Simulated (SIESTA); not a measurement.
Runs of SIESTA 5.4.2 on In. The structure is cubic, space group Im-3m (No. 229). The conventional cell has a = 3.765 Å, b = 3.765 Å, c = 3.765 Å, α = 90.00°, β = 90.00°, γ = 90.00°. In (site symmetry m-3m) is surrounded by 8 In at 3.26 Å. This isn't the form of In at room conditions, which is tetragonal.

| level | potentials or basis | gap on the mesh (eV) | pressure (GPa) | relaxed volume (Å³/atom) |
| --- | --- | --- | --- | --- |
| PBE | PseudoDojo 0.4 standard (PBE files), DZP (energy shift 0.003 Ry; two zetas on semicore shells) | none | 0.2 | 27.84 |
| PW91 | PseudoDojo 0.4 standard (PBE files), DZP (energy shift 0.003 Ry; two zetas on semicore shells) | none | 0.2 | 27.83 |
| AM05 | PseudoDojo 0.4 standard (PBEsol files), DZP (energy shift 0.003 Ry; two zetas on semicore shells) | none | -0.1 | (b) |
| LDA | PseudoDojo 0.4 standard (LDA files), DZP (energy shift 0.003 Ry; two zetas on semicore shells) | none | -0.1 | (a) |
| BLYP | PseudoDojo 0.4 standard (PBE files), DZP (energy shift 0.003 Ry; two zetas on semicore shells) | none | 0.0 | 31.94 |

Alike in all rows: task relaxation of cell and atoms; no spin polarisation; cell relaxed; k mesh 7 × 7 × 7; smearing fermi-dirac 0.05 eV; grid cutoff 500 Ry; energy shift 0.003 Ry.

Question: Fill in the values left out.

Answer: (a) 24.77; (b) 25.82.

Caveats: the basis of atomic orbitals isn't converged, which shifts pressures, moduli and gaps; the potentials were made for another functional, which shifts forces and pressure (some runs); the volume moved by over 15 % at a fixed basis, so the end points are rough (some runs).

A k mesh can miss the band edges, and the runs leave out spin-orbit coupling on In.

A gap of «none» marks a metal or a gap under the smearing width.
